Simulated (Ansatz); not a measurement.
# Te (tellurium): the cost of one run

Computed with Ansatz 0.2.0 (DFT PBE, scalar-relativistic, plane waves, PAW, unless a step's input says otherwise).

The COD entry's cell or inner coordinates are ideal or old and differ from later refinements, so a difference from it is no clean test against experiment.

### Step 1. The system as given

The structure is trigonal, space group P3_121 (No. 152). The conventional cell has a = 4.454 Å, b = 4.454 Å, c = 5.924 Å, α = 90.00°, β = 90.00°, γ = 120.00°. Te (site symmetry 2) has 2 Te at 2.86 Å in its first shell of neighbours.

As a file:

```
CELL_PARAMETERS angstrom
4.45400 0.00000 0.00000
-2.22700 3.85728 0.00000
0.00000 0.00000 5.92400
ATOMIC_POSITIONS crystal
Te 0.26900 0.00000 0.33333
Te 0.00000 0.26900 0.66667
Te 0.73100 0.73100 0.00000
```

The structure rests on an entry of the Crystallography Open Database; cell or positions may have been set otherwise for this series.

### Step 2. Relaxing the atoms: Te (tellurium), no spin

input.yaml

```yaml
crystal:
  lattice:
    - [4.454, 0.0, 0.0]
    - [-2.227, 3.857277148, 0.0]
    - [0.0, 0.0, 5.924]
  atoms:
    - { symbol: Te, position: [0.269, 0.0, 0.3333333333] }
    - { symbol: Te, position: [0.0, 0.269, 0.6666666667] }
    - { symbol: Te, position: [0.731, 0.731, 0.0] }
scf:
  occupations: { method: gaussian, width: 0.05 }
output:
  forces: true
  stress: true
  eigenvalues: true
  write_density: true
  write_potential: true
  elf: true
  volumetric_format: npy
hamiltonian:
  xc: pbe
kpoints:
  mp_grid: { grid: [12, 12, 10] }
basis:
  ecutwfc: 420
relax:
  f_tol: 0.001
  max_steps: 80
```

Launch:

```sh
$ ansatz run input.yaml --threads 4 --pin off --max-ram 8192MiB --backend cpu --events-out ev --progress --plain --runs-dir out
```

Q: Estimate wall time and peak memory on 4 threads of Arm Neoverse N1, shared host.

About 61 s, with a peak of 0.65 GiB.
